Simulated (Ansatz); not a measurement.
C: the gap against volume

C, P6_3/mmc, a = 2.512 Å, c = 4.180 Å. Ansatz: PBE, PAW, 420 eV, Γ-centred 12×12×6 mesh on 4 atoms, Gaussian smearing 0.02 eV; no spin polarisation. Shape and atoms are relaxed at each volume; x = ln(V/V0) with V0 = 5.709 Å³/atom. The gap is read at the mesh points alone.

| x | gap y (eV) |
| --- | --- |
| -0.1278 | 2.793 |
| -0.0943 | 2.952 |
| -0.0619 | 3.096 |
| -0.0305 | 3.233 |
| 0.0000 | 3.354 |
| 0.0296 | 3.475 |
| 0.0583 | 3.578 |
| 0.0953 | ? |

Question: Fit a straight line to the other rows, give the volume deformation potential of the gap and its pressure coefficient, and predict the missing gap. B0 = 432.8 GPa.

Answer: Means x = -0.03237, y = 3.2116; Σ(Δx)² = 0.02693, ΣΔxΔy = 0.1136; the slope is their ratio. y = 3.3482 + 4.2200 x. The slope is the deformation potential a = dE_g/d ln V = 4.22 eV, and dE_g/dP = −a/B0 = -9.75 meV/GPa. With a term in x² added, the coefficient of x becomes 3.999, 5 % less, which shows how far this figure hangs on the form. At x = 0.0953 the fit asked for gives 3.750 eV. The run gave 3.709 eV, so the fit is 0.041 eV too high, 4.5 % of the span of the series, against an rms of 0.011 eV on the fitted rows. The row lies outside the fitted range. With a term in x² added, a fit to the same known rows predicts 3.709 eV, so most of the miss is curvature that the known rows already hold.

Semilocal functionals give gaps under the measured ones; changes of the gap mostly carry over better.